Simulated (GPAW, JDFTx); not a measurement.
Given: the input of a run of JDFTx 1.7.0 (patched build) on MgO. The cell is a database's computed one, not the measured one.

The input MgO.in:

```
lattice \
    0.0000000000     3.9627583152     3.9627583152 \
    3.9627583152     0.0000000000     3.9627583152 \
    3.9627583152     3.9627583152     0.0000000000
coords-type Lattice
ion Mg     0.0000000000     0.0000000000     0.0000000000 1
ion O      0.5000000000     0.5000000000     0.5000000000 1

ion-species pseudo/Mg.upf
ion-species pseudo/O.upf
elec-cutoff 42 336
elec-ex-corr gga-x-b88 gga-c-lyp
kpoint-folding 11 11 11
elec-smearing Fermi 0.0018374661
elec-n-bands 14
electronic-SCF nIterations 100 energyDiffThreshold 1e-09
electronic-minimize nIterations 30 energyDiffThreshold 1e-7
converge-empty-states yes
forces-output-coords Cartesian

dump-name run.$VAR
dump End Ecomponents EigStats BandEigs Kpoints Forces Stress ElecDensity
```

Potentials or basis: PseudoDojo-SR-PBE-0.5-standard.

Command:

```sh
$ jdftx -c 1 -i MgO.in -o MgO.out
```

Problem. What does the same run look like in GPAW 26.7.0 (ASE script)? Potentials or basis there: PAW data sets generated for this functional, cutoff 800 eV.

Solution. As run (cutoffs and basis follow the program's own potentials, and thresholds, step limits or extra output files can differ):

Contents of run.py:

```python
from ase.dft.bandgap import bandgap
from ase.io import read, write
from ase.units import GPa
from gpaw import GPAW, PW, setup_paths

setup_paths.insert(0, '.')

atoms = read('MgO.xyz')

calc = GPAW(mode=PW(800),
            xc='BLYP',
            kpts={'size': (11, 11, 11), 'gamma': True},
            occupations={'name': 'fermi-dirac', 'width': 0.05},
            nbands=16,
            convergence={'density': 1e-05, 'energy': 1e-05},
            eigensolver='davidson',
            maxiter=150,
            txt='gpaw.txt')
atoms.calc = calc
energy = atoms.get_potential_energy()
forces = atoms.get_forces()
stress = atoms.get_stress()
calc.write('gs.gpw')
write('result.traj', atoms)
print(f'Energy: {energy:.6f} eV')
print('Forces (eV/A):')
print(forces.round(4))
print('Stress (GPa):', (stress / GPa).round(3))
print('Fermi level:', round(calc.get_fermi_level(), 4), 'eV')
print(f'Gap: {bandgap(calc)[0]:.4f} eV, direct: {bandgap(calc, direct=True)[0]:.4f} eV')
```

Contents of MgO.xyz:

```xyz
2
Lattice="0.0000000000 2.0970013927 2.0970013927 2.0970013927 0.0000000000 2.0970013927 2.0970013927 2.0970013927 0.0000000000" Properties=species:S:1:pos:R:3 pbc="T T T"
Mg     0.0000000000      0.0000000000      0.0000000000
O      2.0970013927      2.0970013927      2.0970013927
```

Potentials or basis: PAW data sets generated in the run's folder for this functional, pw.

Run with:

```bash
$ gpaw-setup -f BLYP Mg O
$ OMP_NUM_THREADS=1 python run.py
```

Both were run:

|  | JDFTx | GPAW |
| --- | --- | --- |
| Pressure | 9.6 GPa | 8.6 GPa |

JDFTx's potentials were made for PBE.

Pressure is positive in compression.
